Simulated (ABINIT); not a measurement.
Runs of ABINIT 10.8.3 (patched build) on Al. The structure is cubic, space group Fm-3m (No. 225). Conventional cell: a = 4.050 Å, b = 4.050 Å, c = 4.050 Å, α = 90.00°, β = 90.00°, γ = 90.00°. Around Al (site symmetry m-3m) lie 12 Al at 2.86 Å. 

| task | potentials or basis | cutoff (eV) | smearing | fine-grid cutoff | gap on the mesh (eV) | pressure (GPa) | V0 of scaled cells (Å³/atom) | B0 (GPa) |
| --- | --- | --- | --- | --- | --- | --- | --- | --- |
| equation of state | JTH PAW PBE v2.0 | 408 | fermi-dirac 0.05 eV | 816.342 eV | - | - | 16.50 | 79 |
| single point | JTH PAW PBE v2.0 | 408 | cold (ABINIT) 0.2 eV | 816.342 eV | none | -0.6 | - | - |
| single point | JTH PAW PBE v2.0 | 408 | gaussian 0.2 eV | 816.342 eV | none | -0.6 | - | - |
| equation of state | SPMS NC PBE v1.0 | 435 | fermi-dirac 0.05 eV | - | - | - | (a) | 79 |
| equation of state | PseudoDojo NC SR PBE v0.4 stringent | 544 | fermi-dirac 0.05 eV | - | - | - | 16.46 | 80 |
| single point | JTH PAW PBE v2.0 | 408 | fermi-dirac 0.2 eV | 816.342 eV | none | -0.5 | - | - |
| equation of state | PseudoDojo NC SR PBE v0.4.1 standard | 544 | fermi-dirac 0.05 eV | - | - | - | 16.46 | 80 |
| equation of state | Ansatz NC PBE | 544 | fermi-dirac 0.05 eV | - | - | - | 16.52 | 79 |

Alike in all rows: level PBE; no spin polarisation; cell as given; k mesh 11 × 11 × 11.

Task: Estimate the missing entries.

Result: (a) 16.48.

Caveats: pressures at fixed basis lie under the slope of the energies (some runs).

A gap of «none» marks a metal or a gap under the smearing width.
